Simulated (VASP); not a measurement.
# GaAs (F-43m) in VASP: further runs

Runs on GaAs. Level: PBE. Tasks: relaxation of cell and atoms, single point.

Everything below comes from runs of VASP 6.6.1. Logs are shortened: lines on timing, memory, paths and dates and some standing lists are left out, and cuts for length are marked.

**What was measured.**

From “Evidence of valence band perturbations in GaAsN/GaAs(001): A combined variable-angle spectroscopic ellipsometry and modulated photoreflectance investigation”, 2008, arxiv:0805.2212, for a bulk crystal of GaAs at 300 K: band gap 1.412 ± 0.01 eV (direct).

How close the calculation comes is told below.

## (1) Starting point

Symmetry: F-43m, No. 216, cubic system. Conventional cell: a = 5.654 Å, b = 5.654 Å, c = 5.654 Å, α = 90.00°, β = 90.00°, γ = 90.00°. Ga (site symmetry -43m) has 4 As at 2.45 Å as nearest neighbours. Around As (site symmetry -43m) lie 4 Ga at 2.45 Å.

## (2) Relaxation of cell and atoms, PBE

Input file INCAR:

```
PREC     = Accurate       # precision mode
ENCUT    = 520            # plane-wave cutoff, eV
EDIFF    = 1E-7           # SCF threshold, eV
ISMEAR   = 0              # smearing method
SIGMA    = 0.02           # smearing width, eV
LREAL    = F              # projectors in reciprocal space
LASPH    = T              # aspherical terms in the spheres
NELM     = 100            # most SCF steps
ALGO     = Normal         # electronic algorithm
ISIF     = 3              # what is computed and relaxed
LWAVE    = F              # write WAVECAR
LCHARG   = F              # write CHGCAR
GGA      = PE             # functional
IBRION   = 2              # ionic algorithm
NSW      = 80             # ionic steps
EDIFFG   = -0.002         # ionic threshold
```

Input file KPOINTS:

```
Automatic mesh
0
Gamma
  10 10 10
```

Input file POSCAR:

```
GaAs
1.0
    0.0000000000      2.8268500000      2.8268500000
    2.8268500000      0.0000000000      2.8268500000
    2.8268500000      2.8268500000      0.0000000000
Ga As
1 1
Direct
    0.0000000000      0.0000000000      0.0000000000
    0.2500000000      0.2500000000      0.2500000000
```

Potentials or basis: VASP PAW PBE potentials, release 64 (Ga, As).

Run with:

```sh
cat potpaw_PBE.64/Ga/POTCAR potpaw_PBE.64/As/POTCAR > POTCAR
mpirun -np 1 vasp_std > vasp.out
```

OUTCAR:

```text
PREC = Accurate
   ENCUT = 520
   EDIFF = 1E-7
   ISMEAR = 0
   LREAL = F
   LASPH = T
   NELM = 100
   ISIF = 3
   GGA = PE
   IBRION = 2
   NSW = 80
   EDIFFG = -0.002

 ion  position               nearest neighbor table
   1  0.000  0.000  0.000-   2 2.45   2 2.45   2 2.45   2 2.45
   2  0.250  0.250  0.250-   1 2.45   1 2.45   1 2.45   1 2.45

  LATTYP: Found a face centered cubic cell.
 ALAT       =     5.6537000000

  Lattice vectors:

 A1 = (   0.0000000000,   2.8268500000,   2.8268500000)
 A2 = (   2.8268500000,   0.0000000000,   2.8268500000)
 A3 = (   2.8268500000,   2.8268500000,   0.0000000000)

Analysis of symmetry for initial positions (statically):
=====================================================================
 Subroutine PRICEL returns:
 Original cell was already a primitive cell.

 Routine SETGRP: Setting up the symmetry group for a
 face centered cubic supercell.

 Subroutine GETGRP returns: Found 24 space group operations
 (whereof 24 operations were pure point group operations)
 out of a pool of 48 trial point group operations.

The static configuration has the point symmetry T_d .

Analysis of symmetry for dynamics (positions and initial velocities):
=====================================================================
 Subroutine PRICEL returns:
 Original cell was already a primitive cell.

 Routine SETGRP: Setting up the symmetry group for a
 face centered cubic supercell.

 Subroutine GETGRP returns: Found 24 space group operations
 (whereof 24 operations were pure point group operations)
 out of a pool of 48 trial point group operations.

The dynamic configuration has the point symmetry T_d .

 Subroutine INISYM returns: Found 24 space group operations
 (whereof 24 operations are pure point group operations),
 and found     1 'primitive' translations

----------------------------------------------------------------------------------------

                                     Primitive cell

  volume of cell :      45.1792

  direct lattice vectors                    reciprocal lattice vectors
     0.000000000  2.826850000  2.826850000    -0.176875321  0.176875321  0.176875321
     2.826850000  0.000000000  2.826850000     0.176875321 -0.176875321  0.176875321
     2.826850000  2.826850000  0.000000000     0.176875321  0.176875321 -0.176875321

  length of vectors
     3.997769609  3.997769609  3.997769609     0.306357042  0.306357042  0.306357042

  position of ions in fractional coordinates (direct lattice)
[... 98 lines left out ...]
     AMIX     =   0.40;   BMIX     =  1.00
     AMIX_MAG =   1.60;   BMIX_MAG =  1.00
  volume/ion in A,a.u.               =      22.59       152.44
  Fermi-wavevector in a.u.,A,eV,Ry     =   0.919303  1.737231 11.498531  0.845118
  Thomas-Fermi vector in A             =   2.044482
   LORBIT       =      0    0 simple, 1 ext, 2 COOP (PROOUT), +10 PAW based schemes
   GGA     = PE    functional components
   LHFCALC =     F    Hartree Fock is set to
   AEXX    =    0.0000 exact exchange contribution
   IVDW    =     0    specifies the selected vdW correction
   LEPSILON=     F    determine dielectric tensor
   LRPA    =     F    only Hartree local field effects (RPA)
 conjugate gradient relaxation of ions
 non-spin polarized calculation
 Gauss-broadening in eV      SIGMA  =   0.02
  energy-cutoff  :      520.00
  volume of cell :       45.18
 maximum number of plane-waves:      1243
 NGX is ok and might be reduce to    30
   NGX = 15   NGY = 15   NGZ = 15

--------------------------------------- Ionic step        1  -------------------------------------------

 number of electron       8.0000000 magnetization

 Free energy of the ion-electron system (eV)
  ---------------------------------------------------
  ext. energy  EPLUGINS =         0.00000000
  ---------------------------------------------------
  free energy    TOTEN  =        -8.25606126 eV

  energy without entropy =       -8.25606126  energy(sigma->0) =       -8.25606126

------------------------ aborting loop because EDIFF is reached ----------------------------------------

  FORCE on cell =-STRESS in cart. coord.  units (eV):
  Direction    XX          YY          ZZ          XY          YZ          ZX
  --------------------------------------------------------------------------------------
  -------------------------------------------------------------------------------------
  Total        1.1408545      1.1408545      1.1408545      0.0000000      0.0000000     -0.0000000
  in kB       40.4578263     40.4578263     40.4578263      0.0000000      0.0000000     -0.0000000
  external PRESSURE =      40.4578263 kB  Pullay stress =       0.0000000 kB
[... 59 lines left out ...]
--------------------------------------- Ionic step        3  -------------------------------------------

 number of electron       7.9999999 magnetization

 Free energy of the ion-electron system (eV)
  ---------------------------------------------------
  ext. energy  EPLUGINS =         0.00000000
  ---------------------------------------------------
  free energy    TOTEN  =        -8.28757645 eV

  energy without entropy =       -8.28757645  energy(sigma->0) =       -8.28757645

 E-fermi :   2.3722     XC(G=0):  -8.9537

 val. band max:        2.2916634924   @ k =   0.0000   0.0000   0.0000
 cond. band min:       2.4467919602   @ k =   0.0000   0.0000   0.0000
 fundamental gap:      0.1551284678
 Fermi energy:         2.3722108158

 k-point     1 :       0.0000    0.0000    0.0000
  band No.  band energies     occupation
      1     -10.0188      2.00000
      2       2.2917      2.00000
      3       2.2917      2.00000
      4       2.2917      2.00000
      5       2.4468      0.00000
      6       6.0381      0.00000
      7       6.0381      0.00000
      8       6.0381      0.00000
[... 243 lines left out ...]
 k-point    24 :       0.4000    0.3000    0.0000
  band No.  band energies     occupation
      1      -8.5188      2.00000
      2      -3.2150      2.00000
      3      -0.0938      2.00000
      4       0.2199      2.00000
      5       4.2006      0.00000
      6       5.1349      0.00000
      7       9.3665      0.00000
      8       9.9980      0.00000

 [... further k-points ...]

------------------------ aborting loop because EDIFF is reached ----------------------------------------

  FORCE on cell =-STRESS in cart. coord.  units (eV):
  Direction    XX          YY          ZZ          XY          YZ          ZX
  --------------------------------------------------------------------------------------
  -------------------------------------------------------------------------------------
  Total        0.0012501      0.0012501      0.0012501      0.0000000     -0.0000000     -0.0000000
  in kB        0.0418859      0.0418859      0.0418859      0.0000000     -0.0000000     -0.0000000
  external PRESSURE =       0.0418859 kB  Pullay stress =       0.0000000 kB
[... 17 lines left out ...]
  FREE ENERGIE OF THE ION-ELECTRON SYSTEM (eV)
  ---------------------------------------------------
  free  energy   TOTEN  =        -8.2875764477 eV

  energy  without entropy=       -8.2875764476  energy(sigma->0) =       -8.28757645

 reached required accuracy - stopping structural energy minimisation
```

Run time: 26 s. Hardware: 1 thread of AMD EPYC 9R45 (Zen 5), shared host; peak memory 0.16 GiB.

What came out:

- Free energy: -8.2876 eV
- Relaxed volume: 23.91 Å³/atom
- Relaxed cell: a = 4.074 Å, b = 4.074 Å, c = 4.074 Å, α = 60.00°, β = 60.00°, γ = 60.00°
- Space group after relaxing (to 0.05 Å): F-43m (No. 216)
- Energy gained by relaxing: 15.8 meV/atom
- Ionic steps: 3
- Pressure after relaxing: 0.0 GPa
- Band gap on the k mesh: 0.16 eV, direct

The path:
```csv
step,energy change (eV),largest force (eV/Å),pressure (GPa),volume (Å³)
1,0.0000,0.0000,4.05,45.18
2,-0.0261,0.0000,-1.40,49.01
3,-0.0315,0.0000,0.00,47.82
```

Final structure:
```xyz
2
Lattice="0.0000 2.8808 2.8808 2.8808 0.0000 2.8808 2.8808 2.8808 0.0000" Properties=species:S:1:pos:R:3 pbc="T T T"
Ga    0.0000    0.0000    0.0000
As    1.4404    1.4404    1.4404
```

Levels at points of the mesh, in eV from the valence-band top:
```tsv
k point	band 1	band 2	band 3	band 4	band 5	band 6	band 7	band 8
(0.00, 0.00, 0.00)	-12.31	0.00	0.00	0.00	0.16	3.75	3.75	3.75
(0.50, 0.00, 0.00)	-10.82	-6.31	-1.05	-1.05	0.88	4.64	4.64	7.70
(0.50, 0.50, 0.00)	-10.17	-6.53	-2.47	-2.47	1.58	1.70	9.76	9.76
```

## (3) Relaxation of cell and atoms, PBE

This run uses another cell than the first one, of 23.91 Å³/atom, 1.058 times its volume.

INCAR is that of step 2.

KPOINTS is that of step 2.

Input file POSCAR:

```
GaAs                                    
1.0
    0.0000000000      2.8808376414      2.8808376414
    2.8808376414      0.0000000000      2.8808376414
    2.8808376414      2.8808376414      0.0000000000
  Ga              As            
     1     1
Direct
     0.0000000000000000    0.0000000000000000    0.0000000000000000
     0.2500000000000000    0.2500000000000000    0.2500000000000000
```

Potentials or basis: VASP PAW PBE potentials, release 64 (Ga, As).

Run with:

```sh
cat potpaw_PBE.64/Ga/POTCAR potpaw_PBE.64/As/POTCAR > POTCAR
mpirun -np 1 vasp_std > vasp.out
```

Run time: 12 s. Hardware: 1 thread of AMD EPYC 9R45 (Zen 5), shared host; peak memory 0.15 GiB.

It converged, with:

* Free energy: -8.2876 eV
* Pressure after relaxing: 0.0 GPa
* Band gap on the k mesh: 0.16 eV, direct

Final structure:
```
Ga As
1.0
     0.00000    2.88084    2.88084
     2.88084    0.00000    2.88084
     2.88084    2.88084    0.00000
Ga As
1 1
Direct
  0.00000 0.00000 0.00000
  0.25000 0.25000 0.25000
```

Levels at points of the mesh, in eV from the valence-band top:
| k point | band 1 | band 2 | band 3 | band 4 | band 5 | band 6 | band 7 | band 8 |
| --- | --- | --- | --- | --- | --- | --- | --- | --- |
| (0.00, 0.00, 0.00) | -12.31 | 0.00 | 0.00 | 0.00 | 0.16 | 3.75 | 3.75 | 3.75 |
| (0.50, 0.00, 0.00) | -10.82 | -6.31 | -1.05 | -1.05 | 0.88 | 4.64 | 4.64 | 7.70 |
| (0.50, 0.50, 0.00) | -10.17 | -6.53 | -2.47 | -2.47 | 1.58 | 1.70 | 9.76 | 9.76 |

Caveat: the relaxation stopped at its first step, so nothing moved.

## (4) Single point, PBE

This run uses another cell than the first one, of 23.91 Å³/atom, 1.058 times its volume.

Input file INCAR:

```
SYSTEM = GaAs
  PREC = Accurate
  ENCUT = 520
  EDIFF = 1E-7
  ISMEAR = 0
  SIGMA = 0.02
  LREAL = .False.
  LASPH = .True.
  NELM = 100
  ALGO = Normal
  ISIF = 2
  LWAVE = .False.
  LCHARG = .False.
  GGA = PE
  NBANDS = 11
```

Input file KPOINTS:

```
Automatic mesh
0
Gamma
  10 10 10
  0 0 0
```

POSCAR is that of step 3.

Run with:

```sh
cat potpaw_PBE.64/Ga/POTCAR potpaw_PBE.64/As/POTCAR > POTCAR
mpirun -np 1 vasp_std > vasp.out
```

Wall time 14 s (1 thread of AMD EPYC 9R45 (Zen 5), shared host); peak memory 0.15 GiB.

It converged, with:

- Free energy: -8.2876 eV
- Pressure: 0.0 GPa
- Band gap on the k mesh: 0.16 eV, direct

Levels at points of the mesh, in eV from the valence-band top:
```
           k point  band 1  band 2  band 3  band 4  band 5  band 6  band 7  band 8
(0.00, 0.00, 0.00)  -12.31    0.00    0.00    0.00    0.16    3.75    3.75    3.75
(0.50, 0.00, 0.00)  -10.82   -6.31   -1.05   -1.05    0.88    4.64    4.64    7.70
(0.50, 0.50, 0.00)  -10.17   -6.53   -2.47   -2.47    1.58    1.70    9.76    9.76
```

## (5) Single point, PBE (a relaxed cell with its volume scaled by 0.97)

INCAR is that of step 4.

KPOINTS is that of step 4.

Input file POSCAR:

```
GaAs                                    
1.0
    0.0000000000      2.8517362816      2.8517362816
    2.8517362816      0.0000000000      2.8517362816
    2.8517362816      2.8517362816      0.0000000000
  Ga              As            
     1     1
Direct
     0.0000000000000000    0.0000000000000000    0.0000000000000000
     0.2500000000000000    0.2500000000000000    0.2500000000000000
```

Run with:

```sh
cat potpaw_PBE.64/Ga/POTCAR potpaw_PBE.64/As/POTCAR > POTCAR
mpirun -np 1 vasp_std > vasp.out
```

It took 14 s on 1 thread of AMD EPYC 9R45 (Zen 5), shared host; peak memory 0.15 GiB.

Results (log left out):

```yaml
Free_energy: -8.2787 eV
Pressure: 2.0 GPa
Band_gap_on_the_k_mesh: 0.38 eV, direct
```

Levels at points of the mesh, in eV from the valence-band top:
```csv
k point,band 2,band 3,band 4,band 5,band 6,band 7
"(0.00, 0.00, 0.00)",0.00,0.00,0.00,0.38,3.76,3.76
"(0.50, 0.00, 0.00)",-6.46,-1.09,-1.09,0.97,4.65,4.65
"(0.50, 0.50, 0.00)",-6.66,-2.57,-2.57,1.52,1.69,10.00
```

## (6) The runs side by side

```csv
task,cell,gap on the mesh (eV),pressure (GPa)
relaxation of cell and atoms,relaxed,0.16,0.0
single point,as given,0.16,0.0
single point,a relaxed cell with its volume scaled by 0.97,0.38,2.0
```

Alike in all rows: level PBE; potentials or basis VASP PAW PBE potentials, release 64 (Ga, As); no spin polarisation; k mesh 10 × 10 × 10; cutoff (eV) 520; smearing gaussian 0.02 eV.

Caveats: the relaxation stopped at its first step, so nothing moved (some runs).

Absolute energies hang on the potentials; compare differences alone.

## (7) How close it comes

Step 4. A measured gap of GaAs is 1.412 eV (direct; 300 K; “Evidence of valence band perturbations in GaAsN/GaAs(001): A combined variable-angle spectroscopic ellipsometry and modulated photoreflectance investigation”, 2008, arxiv:0805.2212); the calculated 0.16 eV misses it by -1.26 eV. So large a miss can be the level of theory's own, or it may mean another phase, state or a wrong row. 3 values of this kind are on record (1.412 to 1.51 eV); this one was drawn at random among those near their median, those with a stated uncertainty first. Spin-orbit coupling on As, Ga is left out. The value is that of PBE, without temperature or zero-point motion. Semilocal functionals fall short of measured gaps as a rule.
